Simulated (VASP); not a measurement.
Crystal: BN.

```
N B
1.0
     1.25112    0.72234    3.37293
    -1.25112    0.72234    3.37293
     0.00000   -1.44467    3.37293
N B
1 1
Direct
  0.66724 0.66724 0.66724
  0.00033 0.00033 0.00033
```

The cell is a database's computed one.

* Program: VASP 6.6.1
* Task: relaxation of cell and atoms
* Functional: PBE
* Potentials or basis: VASP PAW PBE potentials, release 64 (N, B)
* Cutoff: 580 eV
* k mesh: 12 × 12 × 12
* Occupations: fermi-dirac, width 0.05 eV
* Spin: no spin polarisation

At the start: pressure 3.5 GPa; volume 9.14 Å³/atom.

Problem. Where does the relaxation end?

Solution. Over 10 steps the energy falls by 8.1 meV/atom and the volume is 10.44 Å³/atom (+14.2 %); space group R3m (No. 160, to 0.05 Å).

Step by step:
| step | energy change (eV) | largest force (eV/Å) | pressure (GPa) | volume (Å³) |
| --- | --- | --- | --- | --- |
| 1 | 0.0000 | 0.0030 | 3.49 | 18.29 |
| 2 | 0.0034 | 0.0005 | -4.35 | 18.82 |
| 3 | -0.0024 | 0.0017 | 0.32 | 18.50 |
| 4 | -0.0037 | 0.0015 | 0.30 | 18.60 |
| 5 | -0.0072 | 0.0000 | 0.24 | 18.92 |
| 6 | -0.0122 | 0.0063 | 0.17 | 19.55 |
| 7 | -0.0162 | 0.0274 | 0.06 | 20.81 |
| 8 | -0.0162 | 0.0285 | 0.04 | 20.87 |
| 9 | -0.0154 | 0.1413 | -0.61 | 20.96 |
| 10 | -0.0162 | 0.0019 | -0.05 | 20.88 |

Final structure:
```xyz
2
Lattice="1.2562 0.7253 3.8201 -1.2562 0.7253 3.8201 0.0000 -1.4505 3.8201" Properties=species:S:1:pos:R:3 pbc="T T T"
N     0.0000    0.0000    7.6455
B     0.0000    0.0000    0.0050
```
